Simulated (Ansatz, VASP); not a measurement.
# Sn (linear Sn chain) in two plane-wave programs

One calculation is typed for both programs; each brings its own data sets. How far apart do they land? The cell is taken from a series of runs on this material, whose earlier steps may have relaxed, scaled, displaced or heated it; both programs get it as it stands.

Main program and level: Ansatz 0.2.0; plane waves, with VASP 6.6.1 beside it; single point at PBEsol.

## (1) Set-up

The cell holds 1 atom: 1 Sn. Cell: a = 7.500 Å, b = 7.500 Å, c = 2.911 Å, α = 90.0°, β = 90.0°, γ = 90.0°. Vacuum lies along a and b. The structure's axis is c.

Coordinates:

```cif
data_structure
_symmetry_space_group_name_H-M 'P 1'
_symmetry_Int_Tables_number 1
_cell_length_a 7.5000
_cell_length_b 7.5000
_cell_length_c 2.9111
_cell_angle_alpha 90.000
_cell_angle_beta 90.000
_cell_angle_gamma 90.000
_cell_volume 163.75
loop_
_atom_site_label
_atom_site_type_symbol
_atom_site_fract_x
_atom_site_fract_y
_atom_site_fract_z
_atom_site_occupancy
Sn1 Sn 0.50000 0.50000 0.00000 1
```

## (2) Ansatz: single point, PBEsol

Ansatz runs on its default PAW (the set named soft_2) files.

With cell and atoms fixed, the geometry can't cause a difference; cores, projectors, grids and the points listed under the comparison can.

input.yaml reads:

```yaml
crystal:
  lattice:
    - [7.5, 0.0, 0.0]
    - [0.0, 7.5, 0.0]
    - [0.0, 0.0, 2.9111337294]
  atoms:
    - { symbol: Sn, position: [0.5, 0.5, 0.0], spin: 0.5 }
magnetization:
  spin_polarized: true
kpoints:
  mp_grid: { grid: [1, 1, 28] }
scf:
  occupations: { method: fermi_dirac, width: 0.05 }
hamiltonian:
  xc: pbesol
output:
  transmission:
    e_range: [-2, 2]
    de: 0.035
    kmesh: [1, 1]
    reduced_basis: true
    leads: [[0, 0]]
  stress: true
```

Run with:

```
ansatz run input.yaml --threads 4 --pin off --max-ram 8192MiB --backend cpu --events-out ev --progress --plain --runs-dir out
```

Numbers of over 12 decimals in the logs are rounded to 6 here.

The log of the run:

```text
Engine: ansatz 0.2.0, aarch64-unknown-linux-gnu
Pseudopotentials: kind: paw
Pseudopotential: Sn, paw, valence charge 14, recommended cutoff 420 eV (normal), Sn.paw.azcp
Functional definition: PBEsol
  exchange = pbesol_x
  correlation = pbesol_c
Crystal: 1 atoms, lattice volume = 163.751 Å³
Basis set: ecut = 420 eV, 3225 PW (Γ)
Bands: 12, of which v1, the nominal top of the filled ones, is band 7 counted from 1 (6 counted from 0)
Symmetry: 16 space group operations
Space group: P4/mmm (ITA 123), of the structure as read, at distance tolerance 5.5e-5 Å
Magnetic group: BNS 123.339 (UNI 999), of the structure as read, at distance tolerance 5.5e-5 Å
k-points: 15 of 28
Non-local potential: Sn, projectors of the file, l = 0: 2, l = 1: 2, l = 2: 2, l = 3: 2
PAW form: soft (Blöchl's): semilocal exchange-correlation on the pseudo side does not see the compensation charge
PAW frozen core: Sn, regenerated for the run's functional, and the local potential with it (the file was generated under x = pbe(κ = 0.804, μ = 0.219515), c = pbe(β = 0.066725))
PAW one-centre angular grid: Sn, 590 points (default); XC on 64 Gauss nodes
Initial density: superposition of atomic densities (neutral atoms: chi_scale 0, normalization atom)
Starting moments: Σ|m| = 0.5 μB on 1 of 1 site
Initial wavefunctions: pseudopotential atomic-orbital guess
Functional: x = pbesol(κ = 0.804, μ = 0.123457), c = pbesol(β = 0.046)
iter 1 solved again at ethr=1.02e-3 eV; its pass at ethr=3.10e-3 eV (dr2=1.42e-1 eV) is discarded
SCF iter   1: F=—  HF=-5948.145967 eV  |F-HF|=—  |Δ(HF+E_count)|=         —  Δρ=1.12e-2 (↑1.12e-2 ↓9.94e-3)  dr2=1.47e-1  dr2_m=1.52e-1  M=0.136 μB ∫|m|=0.136 μB  β_m=0.30  ethr=1.02e-3  ⟨swp⟩=1.0  Hψ=3064  notcnv=0
preconditioner: auto → none  [insulator: Δε(μ)=0.126 eV  Ē_g=8.165 eV  σ=0.050 eV  W_gap=0.56  n_scr=12 (ndim 8)  ℏωp=5.8 eV  f_vac=0.606  D(μ)=1.57/eV (n_scr^D=8)  ε∞_Penn≈1.5]
SCF iter   2: F=—  HF=-5948.122054 eV  |F-HF|=—  |Δ(HF+E_count)|=   2.39e-2  Δρ=7.68e-3 (↑7.68e-3 ↓7.08e-3)  dr2=4.24e-2  dr2_m=7.68e-2  M=0.110 μB ∫|m|=0.110 μB  β_m=0.30  ethr=1.02e-3  ⟨swp⟩=2.0  Hψ=447  notcnv=0
preconditioner: auto → LDOS  [metal: Δε(μ)=0.031 eV  Ē_g=8.072 eV  σ=0.050 eV  W_gap=0.15  n_scr=12 (ndim 8)  ℏωp=5.8 eV  f_vac=0.615  D(μ)=1.63/eV (n_scr^D=8)]
spin=Collinear: LDOS preconditioning applied to the charge; magnetization (m = ρ↑ − ρ↓) channel mixes plain (no charge-response kernel on spin).
SCF iter   3: F=—  HF=-5948.115864 eV  |F-HF|=—  |Δ(HF+E_count)|=   6.19e-3  Δρ=5.21e-3 (↑5.13e-3 ↓5.21e-3)  dr2=1.58e-3  dr2_m=3.97e-2  M=0.069 μB ∫|m|=0.069 μB  β_m=0.30  ethr=3.03e-4  ⟨swp⟩=2.5  Hψ=587  notcnv=0
SCF iter   4: F=—  HF=-5948.119805 eV  |F-HF|=—  |Δ(HF+E_count)|=   3.94e-3  Δρ=3.67e-3 (↑3.63e-3 ↓3.67e-3)  dr2=2.22e-4  dr2_m=1.99e-2  M=0.059 μB ∫|m|=0.059 μB  β_m=0.30  ethr=1.13e-5  ⟨swp⟩=2.5  Hψ=548  notcnv=0
SCF iter   5: F=—  HF=-5948.121918 eV  |F-HF|=—  |Δ(HF+E_count)|=   2.11e-3  Δρ=2.59e-3 (↑2.59e-3 ↓2.58e-3)  dr2=3.57e-5  dr2_m=1.00e-2  M=0.051 μB ∫|m|=0.051 μB  β_m=0.30  ethr=1.59e-6  ⟨swp⟩=1.9  Hψ=439  notcnv=0
SCF iter   6: F=—  HF=-5948.123072 eV  |F-HF|=—  |Δ(HF+E_count)|=   1.15e-3  Δρ=1.86e-3 (↑1.86e-3 ↓1.81e-3)  dr2=5.21e-6  dr2_m=5.05e-3  M=0.043 μB ∫|m|=0.043 μB  β_m=0.30  ethr=2.55e-7  ⟨swp⟩=2.3  Hψ=654  notcnv=0
SCF iter   7: F=—  HF=-5948.123674 eV  |F-HF|=—  |Δ(HF+E_count)|=   6.02e-4  Δρ=1.31e-3 (↑1.31e-3 ↓1.29e-3)  dr2=1.65e-6  dr2_m=2.56e-3  M=0.037 μB ∫|m|=0.037 μB  β_m=0.30  ethr=3.72e-8  ⟨swp⟩=1.9  Hψ=489  notcnv=0
Mixer restart at iter 7: flushing history
spin-set hold released at iteration 7 (site moments contracting): the magnetisation degrees of freedom join the quasi-Newton model from the next iteration; the mixer history was flushed
SCF iter   8: F=—  HF=-5948.124011 eV  |F-HF|=—  |Δ(HF+E_count)|=   3.37e-4  Δρ=9.36e-4 (↑9.36e-4 ↓9.24e-4)  dr2=1.16e-6  dr2_m=1.30e-3  M=0.032 μB ∫|m|=0.032 μB  β_m=0.65  ethr=1.18e-8  ⟨swp⟩=2.0  Hψ=488  notcnv=0
SCF iter   9: F=—  HF=-5948.124497 eV  |F-HF|=—  |Δ(HF+E_count)|=   4.85e-4  Δρ=7.24e-5 (↑7.24e-5 ↓6.91e-5)  dr2=2.16e-7  dr2_m=7.50e-6  M=0.014 μB ∫|m|=0.014 μB  β_m=0.82  ethr=8.27e-9  ⟨swp⟩=2.4  Hψ=608  notcnv=0
SCF iter  10: F=—  HF=-5948.124533 eV  |F-HF|=—  |Δ(HF+E_count)|=   3.61e-5  Δρ=4.35e-5 (↑4.35e-5 ↓4.13e-5)  dr2=6.49e-8  dr2_m=2.69e-6  M=0.008 μB ∫|m|=0.008 μB  β_m=0.91  ethr=7.14e-10  ⟨swp⟩=8.0  Hψ=1988  notcnv=0
SCF iter  11: F=—  HF=-5948.124555 eV  |F-HF|=—  |Δ(HF+E_count)|=   2.19e-5  Δρ=3.78e-6 (↑3.78e-6 ↓3.35e-6)  dr2=7.67e-9  dr2_m=1.66e-8  M=0.001 μB ∫|m|=0.001 μB  β_m=0.96  ethr=4.64e-10  ⟨swp⟩=8.3  Hψ=2045  notcnv=0
SCF iter  12: F=—  HF=-5948.124555 eV  |F-HF|=—  |Δ(HF+E_count)|=   1.50e-7  Δρ=1.25e-6 (↑1.09e-6 ↓1.25e-6)  dr2=5.78e-9  dr2_m=4.83e-10  M=0.000 μB ∫|m|=0.000 μB  β_m=0.82  ethr=5.48e-11  ⟨swp⟩=5.1  Hψ=1419  notcnv=0
SCF iter  13: F=—  HF=-5948.124555 eV  |F-HF|=—  |Δ(HF+E_count)|=  1.55e-10  Δρ=2.57e-7 (↑2.25e-7 ↓2.57e-7)  dr2=1.82e-10  dr2_m=6.23e-11  M=0.000 μB ∫|m|=0.000 μB  β_m=0.91  ethr=4.13e-11  ⟨swp⟩=4.4  Hψ=1317  notcnv=0
SCF iter  14: F=-5948.124555 eV  HF=-5948.124555 eV  |F-HF|=8.19e-12  |Δ(HF+E_count)|=  5.68e-10  Δρ=4.26e-8 (↑3.51e-8 ↓4.26e-8)  dr2=3.12e-11  dr2_m=2.83e-13  M=0.000 μB ∫|m|=0.000 μB  ethr=1.30e-12  ⟨swp⟩=4.0  Hψ=1120  notcnv=0
SCF 1 converged in 14 iterations: F = -5948.124555 eV  dr2 = 3.12e-11
  greatest PAW one-centre occupation: 0.992 electrons in one spin orbital (limit 2), on the Sn atom at site 0 (counted from 0), in its partial waves of l = 2
WARN: the starting moments were not kept: the SCF closed with an absolute magnetisation of 2.8e-6 μB, where they sum to 0.5 μB in size (1 site). That is at most 0.1 of that sum. Measured as dr2_m measures the in/out step, that magnetisation stands 5.3e-13 eV from none, at or under the dr2_threshold of 1.0e-7 eV: it is no larger than a step whose dr2_m would equal this threshold. The system may hold no moment; this SC [...]
transmission: 8 of 48 steps passed
transmission: 12 of 48 steps passed
[...]
transmission: 48 of 48 steps passed
SCF converged after 14 iterations
Magnetization: 0.0000 μB (7.0000 up, 7.0000 down)
Absolute magnetization: 0.0000 μB (∫|ρ↑−ρ↓|, with the PAW one-centre terms)
Spin contamination: 0.0000 ħ² per cell (⟨S²⟩ above its minimum at these occupations)
Per-site moments (μB) at R_I (Å): [(8.311957644359212e-7, 1.200843)]
Free energy (F): -5948.124555 eV
Harris-Foulkes:  -5948.124555 eV  (|F-HF|=8.19e-12)
Internal energy: -5948.113285 eV  (E = F + TS)
E sigma→0 (E₀):  -5948.118920 eV
Entropy (-TS):   -0.011269 eV (-11.269 meV/atom)
Fermi energy:    -1.861334 eV
--- Per-component energies (eV) ---
  E_band       = -253.775539
  E_kinetic    = 184.660109
  E_local      = -2430.543186  (includes V_loc(G=0)·N_el)
  E_nonlocal   = -30.979743
  E_hartree    = 1234.536693
  E_xc         = -377.342852
  E_vxc        = -94.147795  (∫ρ·V_xc dr)
  E_paw        = -4063.270768  (= ΣΔE_a)
  E_vpaw       = -351.837987  (= ΣTr[D̂ρ^β])
  E_aug_tail   = -0.000000  (compensation charges beyond the density's cutoff)
  E_ewald      = -465.458378
  E_core_change = 0.284840  (= ΣΔE_core)
  E_smearing   = -0.011269  (= −TS)
  E_closure    = 0.000000  (closes the sum)
  Σ components = -5948.124555   (vs F -5948.124555, Δ=0.00e0)
--- Stress (GPa, compression-positive) ---
        0.229869       0.000000       0.000000
        0.000000       0.229869       0.000000
        0.000000       0.000000      -2.585870
  P = ⅓ Tr σ = -0.7087 GPa (-7.087 kbar)
--- Band table (eV; the first three rows and the last of 30) ---
  k-point 0 ↑: bands = [... 3 lower, -23.0739, -23.0739, -9.9071, -2.5117, -2.5117, 1.2643, 2.5996, 3.9549, ... 1 higher]
  k-point 1 ↑: bands = [... 3 lower, -23.0762, -23.0762, -9.8844, -2.4871, -2.4871, 1.2864, 2.6218, 3.9766, ... 1 higher]
  k-point 2 ↑: bands = [... 3 lower, -23.0832, -23.0832, -9.8162, -2.4136, -2.4136, 1.3526, 2.6884, 4.0416, ... 1 higher]
  k-point 14 ↓: bands = [... 3 lower, -23.1723, -22.9444, -5.8307, -4.2947, 0.8104, 0.8104, 4.3203, 4.3203, ... 1 higher]
--- Transmission ---
  basis      : 497 plane waves across, 4 finite elements along
  points     : 1, standing for a mesh of 1 x 1
  filling    : by the input's occupations and mesh, since the crystals that have channels conduct as metals do. If one of these is a semiconductor, that mesh has misplaced its level
  energies   : 115 from -2.000000 to 1.990000 eV about the Fermi level, 0.035000 eV apart; the leads are filled to 0.000000 eV, and channels, transmission and decay are at -0.005000 eV
  crystal 0  : Sn1, at the sites [0, 0], period 2.9111 Å: whole cells are its period
    offset         : up to 0.0000 Å between an atom of the period and one for which it stands
    filled         : 22.2 meV over the level at which it is neutral
    channels       : 3.000000e0 up, 3.000000e0 down
    conductance    : 4.1323e14 S/m² at 300 K; may be off by some 0.0 % by where its bands' edges are placed, 0.0 % from the distance to neutral
```

## (3) VASP: single point, PBEsol

The same cell, functional, mesh and smearing now go to VASP, with its own data sets.

Lines of VASP's logs that name or quote its potential files are left out, and so is its time.

INCAR reads:

```
SYSTEM = Sn
PREC = Accurate
ENCUT = 500
EDIFF = 1E-06
NELM = 200
ISMEAR = -1
SIGMA = 0.05
LREAL = .FALSE.
ALGO = Normal
GGA = PS
NBANDS = 13
ISPIN = 2
MAGMOM = 0
LORBIT = 11
LWAVE = .FALSE.
LCHARG = .FALSE.
ISIF = 2
LASPH = .TRUE.
GGA_COMPAT = .FALSE.
```

POSCAR reads:

```
Sn
1.0
    7.5000000000      0.0000000000      0.0000000000
    0.0000000000      7.5000000000      0.0000000000
    0.0000000000      0.0000000000      2.9111337294
Sn
1
Direct
    0.5000000000      0.5000000000      0.0000000000
```

KPOINTS reads:

```
Automatic mesh
0
Gamma
1 1 28
0 0 0
```

Potentials, in the order of the species: Sn_d (PBE family, release 64).

Run with:

```
mpirun -np 1 vasp_std
```

The log of the run:

```text
[banner, memory and clock lines left out]
running    1 mpi-ranks, on    1 nodes
 distrk:  each k-point on    1 cores,    1 groups
 distr:  one band on    1 cores,    1 groups

 POSCAR found type information on POSCAR Sn
 POSCAR found :  1 types and       1 ions
|                                                                             |
|               ----> ADVICE to this user running VASP <----                  |
|                                                                             |
|     You enforced a specific xc type in the INCAR file but a different       |
|     [... a line on the potential file left out ...]
|     I HOPE YOU KNOW WHAT YOU ARE DOING!                                     |
|                                                                             |

 LDA part: xc-table for (Slater+PW92), standard interpolation
 POSCAR, INCAR and KPOINTS ok, starting setup
 FFT: planning ... GRIDC
 FFT: planning ... GRID_SOFT
 FFT: planning ... GRID
 WAVECAR not read
 entering main loop
       N       E                     dE             d eps       ncg     rms          rms(c)
DAV:   1     0.735015785403E+02    0.73502E+02   -0.65629E+03   828   0.850E+02
DAV:   2     0.269191034133E+01   -0.70810E+02   -0.67464E+02   838   0.204E+02
DAV:   3    -0.248606640382E+01   -0.51780E+01   -0.51495E+01   935   0.687E+01
DAV:   4    -0.264734274213E+01   -0.16128E+00   -0.16105E+00   908   0.136E+01
DAV:   5    -0.265601258565E+01   -0.86698E-02   -0.86697E-02  1247   0.291E+00    0.125E+00
DAV:   6    -0.261672100948E+01    0.39292E-01   -0.22186E-02   850   0.133E+00    0.630E-01
DAV:   7    -0.260295224837E+01    0.13769E-01   -0.24385E-02   810   0.126E+00    0.115E-01
DAV:   8    -0.260304634799E+01   -0.94100E-04   -0.28967E-03   842   0.333E-01    0.519E-02
DAV:   9    -0.260315968552E+01   -0.11334E-03   -0.25304E-04   845   0.121E-01    0.228E-02
DAV:  10    -0.260338396569E+01   -0.22428E-03   -0.54478E-05   780   0.623E-02    0.175E-02
DAV:  11    -0.260349881364E+01   -0.11485E-03   -0.24087E-05   780   0.441E-02    0.845E-03
DAV:  12    -0.260351174938E+01   -0.12936E-04   -0.11550E-05   845   0.189E-02    0.293E-03
DAV:  13    -0.260352776192E+01   -0.16013E-04   -0.27260E-06   780   0.151E-02    0.244E-03
DAV:  14    -0.260353222477E+01   -0.44629E-05   -0.46479E-07   545   0.481E-03    0.102E-03
DAV:  15    -0.260353362437E+01   -0.13996E-05   -0.37068E-07   540   0.386E-03    0.612E-04
DAV:  16    -0.260353368446E+01   -0.60090E-07   -0.30984E-08   590   0.147E-03
   1 F= -.26035337E+01 E0= -.25979351E+01  d E =-.111972E-01  mag=    -0.0000
```

OUTCAR, selected parts (step 3):

```text
ion  position               nearest neighbor table
   1  0.500  0.500  0.000-

  LATTYP: Found a simple tetragonal cell.
 ALAT       =     7.5000000000
 C/A-ratio  =     0.3881511639

 Subroutine GETGRP returns: Found 16 space group operations
 (whereof 16 operations were pure point group operations)

The static configuration has the point symmetry D_4h.

 Found     15 irreducible k-points:

   k-points           NKPTS =     15   k-points in BZ     NKDIM =     15   number of bands    NBANDS=     13

   dimension x,y,z NGX =    56 NGY =   56 NGZ =   24
   dimension x,y,z NGXF=   112 NGYF=  112 NGZF=   48

   ENCUT  =  500.0 eV  36.75 Ry    6.06 a.u.  13.67 13.67  5.31*2*pi/ulx,y,z

   NELECT =      14.0000    total number of electrons

 k-points in reciprocal lattice and weights: Automatic mesh
   0.00000000  0.00000000  0.00000000       0.036
   0.00000000  0.00000000  0.03571429       0.071
   0.00000000  0.00000000  0.07142857       0.071
   0.00000000  0.00000000  0.10714286       0.071
   0.00000000  0.00000000  0.14285714       0.071
   0.00000000  0.00000000  0.17857143       0.071
   0.00000000  0.00000000  0.21428571       0.071
   0.00000000  0.00000000  0.25000000       0.071
   0.00000000  0.00000000  0.28571429       0.071
[...]
0.00000000  0.00000000  0.46428571       0.071
   0.00000000  0.00000000  0.50000000       0.036

 average (electrostatic) potential at core
       1-109.0669

 E-fermi :  -2.3225

 spin component 1
 k-point     1 :       0.0000    0.0000    0.0000
  band No.  band energies     occupation
    ...
      4     -23.5046      1.00000
      5     -23.5046      1.00000
      6     -10.3676      1.00000
      7      -2.9730      1.00000
      8      -2.9730      1.00000
      9       0.8038      0.00000
     10       2.1382      0.00000
     11       3.4959      0.00000
     12       4.1153      0.00000
     13       4.1153      0.00000

 k-point     2 :       0.0000    0.0000    0.0357
  band No.  band energies     occupation
    ...
      4     -23.5069      1.00000
      5     -23.5069      1.00000
      6     -10.3449      1.00000
      7      -2.9485      1.00000
      8      -2.9485      1.00000
      9       0.8259      0.00000
     10       2.1604      0.00000
     11       3.5176      0.00000
     12       4.1380      0.00000
     13       4.1380      0.00000

 k-point     3 :       0.0000    0.0000    0.0714
  band No.  band energies     occupation
    ...
      4     -23.5139      1.00000
      5     -23.5139      1.00000
      6     -10.2767      1.00000
      7      -2.8750      0.99998
      8      -2.8750      0.99998
      9       0.8922      0.00000
     10       2.2270      0.00000
     11       3.5826      0.00000
     12       4.2061      0.00000
     13       4.2061      0.00000

 k-point     4 :       0.0000    0.0000    0.1071
  band No.  band energies     occupation
    ...
      4     -23.5251      1.00000
      5     -23.5251      1.00000
      6     -10.1627      1.00000
      7      -2.7533      0.99982
      8      -2.7533      0.99982
      9       1.0025      0.00000
     10       2.3380      0.00000
     11       3.6910      0.00000
     12       4.3194      0.00000
     13       4.3194      0.00000

 k-point     5 :       0.0000    0.0000    0.1429
  band No.  band energies     occupation
    ...
      4     -23.5399      1.00000
      5     -23.5399      1.00000
      6     -10.0023      1.00000
      7      -2.5845      0.99472
      8      -2.5845      0.99472
      9       1.1566      0.00000
     10       2.4933      0.00000
     11       3.8427      0.00000
     12       3.9208      0.00000
     13       4.4771      0.00000

 k-point     6 :       0.0000    0.0000    0.1786
  band No.  band energies     occupation
    ...
      4     -23.5576      1.00000
      5     -23.5576      1.00000
      6      -9.7949      1.00000
      7      -2.3702      0.72183
      8      -2.3702      0.72183
      9       1.3527      0.00000
     10       2.6931      0.00000
     11       2.8503      0.00000
     12       4.0379      0.00000
     13       4.6782      0.00000

  Total        0.2255971      0.2255971     -2.6609329      0.0000000      0.0000000      0.0000000
  in kB        2.2072905      2.2072905    -26.0351344      0.0000000      0.0000000      0.0000000
  external PRESSURE =      -7.2068511 kB  Pullay stress =       0.0000000 kB

  energy-cutoff  :      500.00
  volume of cell :      163.75
      direct lattice vectors                 reciprocal lattice vectors
     7.500000000  0.000000000  0.000000000     0.133333333  0.000000000  0.000000000
     0.000000000  7.500000000  0.000000000     0.000000000  0.133333333  0.000000000
     0.000000000  0.000000000  2.911133729     0.000000000  0.000000000  0.343508781

 POSITION                                       TOTAL-FORCE (eV/Angst)
 -----------------------------------------------------------------------------------
      3.75000      3.75000      0.00000         0.000000      0.000000      0.000000
 -----------------------------------------------------------------------------------
    total drift:                                0.000000      0.000000      0.000000

  FREE ENERGIE OF THE ION-ELECTRON SYSTEM (eV)
  ---------------------------------------------------
  free  energy   TOTEN  =        -2.6035336845 eV

  energy  without entropy=       -2.5923365152  energy(sigma->0) =       -2.59793510

 total charge
# of ion       s       p       d       tot
------------------------------------------
    1        1.287   0.885   9.934  12.106

 magnetization (x)
# of ion       s       p       d       tot
------------------------------------------
    1       -0.000  -0.000  -0.000  -0.000

[... 2 further parts left out ...]
```

## (4) Differences

Known differences besides the potentials themselves: the cutoff is 420 eV in Ansatz and 500 eV in VASP; Ansatz makes its cores anew for this functional, VASP keeps those of its PBE data sets. Total energies have different zeros and are not compared.

Both answers:

```csv
quantity,Ansatz,VASP,difference
pressure (GPa),-0.71,-0.72,+0.01
```

## (5) Summary of results

* difference in pressure (single point, PBEsol): 0.012 GPa

What this shows: The difference in pressure is 0.012 GPa (single point, PBEsol), within the 1 GPa picked in this series as the mark of a large difference. How closely two codes agree says nothing of how well the functional describes the real material.

[Lines on the potential files, build, host, timing and source positions are cut from VASP's logs without a mark.]

[Logs are printed without paths, hosts, clocks, repeated set-up lines and the standing remarks that a program may print on its own settings, such as how far it seeks lower states.]

[Hosts, paths, dates, database ids (printed as entryN), source tags and the programs' standing remarks are cut or masked in the printed files.]
